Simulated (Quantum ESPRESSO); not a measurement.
Crystal: Nb.

```
Nb
1.0
    -1.66395    1.66395    1.66395
     1.66395   -1.66395    1.66395
     1.66395    1.66395   -1.66395
Nb
1
Direct
  0.00000 0.00000 0.00000
```

Base run:

```yaml
Program: Quantum ESPRESSO 7.5
Functional: PW91
Potentials_or_basis: SG15 PBE 1.2
Cutoff: 952 eV
Density_cutoff: 3810 eV
k_mesh: 11 × 11 × 11
Occupations: fermi-dirac, width 0.05 eV
Spin: no spin polarisation
```

Its results: band gap on the k mesh none (metal or under the smearing width); pressure -2.6 GPa.

Question: After a change of settings the same cell gave: band gap on the k mesh none (metal or under the smearing width); pressure -7.6 GPa. Which change was it?
A. functional from PW91 to RPBE
B. functional from PW91 to PBEsol
C. functional from PW91 to TPSS; k mesh from 11 × 11 × 11 to 8 × 8 × 8
D. functional from PW91 to LDA

Answer: B.

PBEsol binds more tightly than PW91, so the same cell stands under less pressure.

Caveats: the potentials were made for another functional, which shifts forces and pressure.

Runs at the PBE level aren't shown here.
